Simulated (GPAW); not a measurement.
# Pd (Fm-3m) in GPAW: equation of state

Aim: energy against volume of Pd in PBE, for its equilibrium volume and stiffness.

Everything below comes from runs of GPAW 26.7.0. Logs are shortened: lines on timing, memory, paths and dates and some standing lists are left out, and cuts for length are marked. The log counts tension as positive stress, the text compression.

## (1) Starting point

It takes space group Fm-3m (No. 225, cubic). Conventional cell: a = 3.893 Å, b = 3.893 Å, c = 3.893 Å, α = 90.00°, β = 90.00°, γ = 90.00°. Pd (site symmetry m-3m) is surrounded by 12 Pd at 2.75 Å.

## (2) Equation of state, PBE

run.py reads:

```python
from ase.eos import EquationOfState
from ase.io import Trajectory, read
from ase.units import GPa
from gpaw import GPAW, PW

atoms = read('Pd.xyz')

traj = Trajectory('eos.traj', 'w')
volumes, energies = [], []
for x in [0.94, 0.96, 0.98, 1.0, 1.02, 1.04, 1.06]:
    a = atoms.copy()
    a.set_cell(atoms.cell * x**(1 / 3), scale_atoms=True)
    calc = GPAW(mode=PW(600),
                xc='PBE',
                kpts={'size': (12, 12, 12), 'gamma': True},
                occupations={'name': 'fermi-dirac', 'width': 0.05},
                nbands=17,
                convergence={'density': 1e-05, 'energy': 1e-05},
                maxiter=150,
                txt=f'eos-{x:.2f}.txt')
    a.calc = calc
    energies.append(a.get_potential_energy(force_consistent=True))
    volumes.append(a.get_volume())
    p = -a.get_stress()[:3].mean() / GPa
    calc.write(f'eos-{x:.2f}.gpw')
    traj.write(a)
    print(f'{x:.2f} {volumes[-1]:10.4f} A^3 {energies[-1]:14.6f} eV {p:9.3f} GPa', flush=True)

v0, e0, B = EquationOfState(volumes, energies, eos='birchmurnaghan').fit()
print(f'V0 = {v0:.4f} A^3, E0 = {e0:.6f} eV, B0 = {B / GPa:.2f} GPa')
```

Pd.xyz reads:

```xyz
1
Lattice="0.0000000000 1.9465000000 1.9465000000 1.9465000000 0.0000000000 1.9465000000 1.9465000000 1.9465000000 0.0000000000" Properties=species:S:1:pos:R:3 pbc="T T T"
Pd     0.0000000000      0.0000000000      0.0000000000
```

Potentials or basis: GPAW PAW data sets (gpaw-data 1.2.1), pw.

Run with:

```console
$ OMP_NUM_THREADS=1 python run.py
```

The log of the run:

```text
__  _  _
 | _ |_)|_||  |
 |__||  | ||/\| - 26.7.0

Input parameters:
  mode=PW(ecut=600.0),
  convergence={'density': 1e-05, 'energy': 1e-05},
  kpts=MonkhorstPack(size=(12, 12, 12), gamma=True),
  maxiter=150,
  nbands=17,
  occupations=Occupations(name='fermi-dirac', width=0.05),
  xc=XC(name='PBE')

Diagonalizing LCAO Hamiltonian
Converting LCAO to pw mode

       Pd

Atoms  # Å, Bohr magnetons
|   | symbol |        x |        y |        z |    initial magnetic moments |
|---|--------|----------|----------|----------|-----------------------------|
| 0 |     Pd | 0.000000 | 0.000000 | 0.000000 | ( 0.0000,  0.0000,  0.0000) |

Unit cell  # Å
| periodic |        x |        y |        z |  lengths |    angles |
|----------|----------|----------|----------|----------|-----------|
|      yes | 0.000000 | 1.906764 | 1.906764 | 2.696572 | 60.000000 |
|      yes | 1.906764 | 0.000000 | 1.906764 | 2.696572 | 60.000000 |
|      yes | 1.906764 | 1.906764 | 0.000000 | 2.696572 | 60.000000 |

Number of symmetries: 48
Symmetry operations  # r_c * U_cc + t_c -> r_c
|    | kind |            matrix            |
|----|------|------------------------------|
|  0 |  σ   |  1, 0, 0,  1, 0,-1,  1,-1, 0 |
|  1 |  C2  |  1, 0, 0,  1,-1, 0,  1, 0,-1 |
|  2 |  E   |  1, 0, 0,  0, 1, 0,  0, 0, 1 |
|  3 |  σ   |  1, 0, 0,  0, 0, 1,  0, 1, 0 |
|  4 |  C4  |  1, 0,-1,  1, 0, 0,  1,-1, 0 |
|  5 |  S6  |  1, 0,-1,  1,-1, 0,  1, 0, 0 |
|  6 |  σ   |  1, 0,-1,  0, 1,-1,  0, 0,-1 |
|  7 |  C3  |  1, 0,-1,  0, 0,-1,  0, 1,-1 |
|  8 |  S6  |  1,-1, 0,  1, 0, 0,  1, 0,-1 |
|  9 |  C4  |  1,-1, 0,  1, 0,-1,  1, 0, 0 |
| 10 |  C3  |  1,-1, 0,  0,-1, 1,  0,-1, 0 |
| 11 |  σ   |  1,-1, 0,  0,-1, 0,  0,-1, 1 |
| 12 |  σ   |  0, 1, 0,  1, 0, 0,  0, 0, 1 |
| 13 |  C4  |  0, 1, 0,  0, 1,-1, -1, 1, 0 |
| 14 |  C3  |  0, 1, 0,  0, 0, 1,  1, 0, 0 |
| 15 |  S6  |  0, 1, 0, -1, 1, 0,  0, 1,-1 |
| 16 |  C2  |  0, 1,-1,  1, 0,-1,  0, 0,-1 |
| 17 |  σ   |  0, 1,-1,  0, 1, 0, -1, 1, 0 |
| 18 |  S4  |  0, 1,-1,  0, 0,-1,  1, 0,-1 |
| 19 |  C4  |  0, 1,-1, -1, 1, 0,  0, 1, 0 |
| 20 |  C3  |  0, 0, 1,  1, 0, 0,  0, 1, 0 |
| 21 |  σ   |  0, 0, 1,  0, 1, 0,  1, 0, 0 |
| 22 |  S6  |  0, 0, 1,  0,-1, 1, -1, 0, 1 |
| 23 |  C4  |  0, 0, 1, -1, 0, 1,  0,-1, 1 |
| 24 |  S4  |  0, 0,-1,  1, 0,-1,  0, 1,-1 |
| 25 |  C3  |  0, 0,-1,  0, 1,-1,  1, 0,-1 |
| 26 |  C2  |  0, 0,-1,  0,-1, 0, -1, 0, 0 |
| 27 |  S6  |  0, 0,-1, -1, 0, 0,  0,-1, 0 |
| 28 |  S4  |  0,-1, 1,  1,-1, 0,  0,-1, 0 |
| 29 |  C4  |  0,-1, 1,  0, 0, 1, -1, 0, 1 |
| 30 |  C2  |  0,-1, 1,  0,-1, 0,  1,-1, 0 |
| 31 |  σ   |  0,-1, 1, -1, 0, 1,  0, 0, 1 |
| 32 |  C3  |  0,-1, 0,  1,-1, 0,  0,-1, 1 |
| 33 |  S6  |  0,-1, 0,  0, 0,-1, -1, 0, 0 |
| 34 |  S4  |  0,-1, 0,  0,-1, 1,  1,-1, 0 |
| 35 |  C2  |  0,-1, 0, -1, 0, 0,  0, 0,-1 |
| 36 |  C2  | -1, 1, 0,  0, 1, 0,  0, 1,-1 |
| 37 |  S6  | -1, 1, 0,  0, 1,-1,  0, 1, 0 |
| 38 |  S4  | -1, 1, 0, -1, 0, 1, -1, 0, 0 |
| 39 |  C3  | -1, 1, 0, -1, 0, 0, -1, 0, 1 |
| 40 |  S6  | -1, 0, 1,  0, 0, 1,  0,-1, 1 |
| 41 |  C2  | -1, 0, 1,  0,-1, 1,  0, 0, 1 |
| 42 |  C3  | -1, 0, 1, -1, 1, 0, -1, 0, 0 |
| 43 |  S4  | -1, 0, 1, -1, 0, 0, -1, 1, 0 |
| 44 |  C2  | -1, 0, 0,  0, 0,-1,  0,-1, 0 |
| 45 |  i   | -1, 0, 0,  0,-1, 0,  0, 0,-1 |
| 46 |  σ   | -1, 0, 0, -1, 1, 0, -1, 0, 1 |
| 47 |  C2  | -1, 0, 0, -1, 0, 1, -1, 1, 0 |

BZ-sampling:
  Number of BZ points: 1728
  Number of IBZ points: 72

  Monkhorst-Pack size: [12, 12, 12]
  Monkhorst-Pack shift: [0.041666666666666664, 0.041666666666666664, 0.041666666666666664]

K-points  # in reciprocal-cell coordinates
|     |                                coordinates |     weight |
|-----|--------------------------------------------|------------|
|   0 | ( -0.00000000,  -0.00000000,  -0.00000000) | 0.00057870 |
|   1 | (  0.08333333,   0.08333333,  -0.00000000) | 0.00347222 |
|   2 | (  0.08333333,   0.08333333,   0.08333333) | 0.00462963 |
|   3 | (  0.16666667,   0.08333333,   0.08333333) | 0.00694444 |
|   4 | (  0.16666667,   0.16666667,  -0.00000000) | 0.00347222 |
|   5 | (  0.16666667,   0.16666667,   0.08333333) | 0.01388889 |
|   6 | (  0.16666667,   0.16666667,   0.16666667) | 0.00462963 |
|   7 | (  0.25000000,   0.16666667,   0.08333333) | 0.01388889 |
|   8 | (  0.25000000,   0.16666667,   0.16666667) | 0.01388889 |
|   9 | (  0.25000000,   0.25000000,  -0.00000000) | 0.00347222 |
| ... |                                            |            |
|  71 | (  0.50000000,   0.50000000,   0.50000000) | 0.00231481 |

Plane wave coefficients: 477
Cutoff: 600.0 eV

Spin-components: 1 (collinear spins)
Bands:           17
Projectors:      6
Spin-degeneracy: 2
Datatype:        complex128

Density:
  Valence electrons: 16.0
  Components: 1
  Grid points: [16 16 16]
  Charge: 0.0  # |e|

Potential:
  Grid points: [16 16 16]

species:
  Pd:
    name:    Palladium
    Z:       46.0
    valence: 16
    core:    30
    charge:  0.0  # [|e|]
    compensation charges:
      type: gauss
      rc: 0.38  # [Å]
      lmax: 2
    cutoffs:
      filter: 2.38  # [Å]
      core: 2.28  # [Å]
    projectors
    | kind |    occ | energy [eV] | rcut [Å] |
    |------|--------|-------------|----------|
    |   5s |  0.000 |      -3.315 |    1.228 |
    |   4p |  6.000 |     -51.209 |    1.360 |
    |   5p |  0.000 |      -0.314 |    1.360 |
    |   4d | 10.000 |      -4.047 |    1.228 |
    |    s |        |      23.896 |    1.228 |
    |    d |        |      23.165 |    1.228 |

    Using partial waves for Pd as LCAO basis

Reference energy: -137227.490718  # eV

eigensolver:
  PPCG
  Converge bands: occupied
  niter=2

density mixing:
  MSR1-Mixer
  Pratt-step length: 0.05
  Maximum mixing coefficient: 0.75
  Old densities: 10
  SVD Regularization: 0.005
  Good broyden scale: 1.0
  Trust region scale: 1.0
  Backstep threshold: 4.0
  History deletion threshold: 6.0
  Fourier metric: weight=20.0, sigma=0.015

occupation numbers:
  Fermi-Dirac:
    width: 0.0500  # eV

poisson solver:
  ecut: 4800.0  # eV

xc functional:
  name: PBE with 2 nearest neighbor stencil

convergence criteria:
- Maximum integral of absolute [dens]ity change: 1e-05 electrons / valence electron
- Maximum [total energy] change in last 3 cyles: 1e-05 eV / valence electron
- Maximum integral of absolute [eigenst]ate change: 4e-08 eV^2 / valence electron
maximum number of iterations: 150

SCF iterations
|iter     | |      energy | eigst |  dens |
|---------|-|-------------|-------|-------|
|iter:   1| |   -4.732205 | -0.11 |       |
|iter:   2| |   -4.514334 | -2.59 | -1.00 |
|iter:   3| |   -3.808128 | -1.50 | -1.05 |
|iter:   4| |   -3.798679 | -3.42 | -2.02 |
|iter:   5| |   -3.795352 | -3.92 | -2.20 |
|iter:   6| |   -3.795354 | -6.62 | -3.62 |
|iter:   7| |   -3.795356c| -7.27 | -4.04 |
|iter:   8| |   -3.795356c| -8.58c| -5.19c|

Converged in 8 steps
Energy contributions relative to reference atoms: (reference = -137227.490718)

Energy contributions:
  Kinetic:           2.776021
  Coulomb:          -6.420397
  Zero:             -0.148302
  External:          0.000000
  Xc:                0.006291
  Entropy:          -0.017938
  Spinorbit:         0.000000
  ----------------------------
  Free energy:      -3.804325
  Extrapolated:     -3.795356

dipole moment: (-11.340955, -11.340955, -11.340955)  # |e|*Ang

Fermi level: 10.527
Eigenvalues  # (at kpt = [-0.000, -0.000, -0.000])
| band index |      eig [eV] | occ [0-2] |
|------------|---------------|-----------|
|          0 |       -39.282 |     2.000 |
|          1 |       -39.282 |     2.000 |
|          2 |       -39.282 |     2.000 |
|          3 |         2.936 |     2.000 |
|          4 |         7.412 |     2.000 |
|          5 |         7.412 |     2.000 |
[... 9 lines left out ...]
|         15 |        42.009 |     0.000 |
|         16 |        42.009 |     0.000 |

No gap
No difference between direct/indirect transitions

Stress tensor  # eV/Ang^3
|         x |         y |         z |
|-----------|-----------|-----------|
| -0.136664 |  0.000000 |  0.000000 |
|  0.000000 | -0.136664 | -0.000000 |
|  0.000000 | -0.000000 | -0.136664 |

# Writing to eos-0.94.gpw (mode='')
```

Run time: 67 s. Hardware: 1 thread of Arm Neoverse V1, shared host; peak memory 0.19 GiB.

Results:

- Equilibrium volume: 15.31 Å³/atom
- Bulk modulus: 168 GPa
- Pressure derivative of the bulk modulus: 5.6

Energy against volume, from the lowest point:
| volume (Å³/atom) | energy (meV/atom) |
| --- | --- |
| 13.865 | 88.57 |
| 14.160 | 53.53 |
| 14.455 | 28.26 |
| 14.750 | 11.58 |
| 15.045 | 2.45 |
| 15.340 | 0.00 |
| 15.635 | 3.45 |

PBE usually gives volumes a little too large and moduli too small. Zero-point motion and thermal expansion aren't in these numbers.
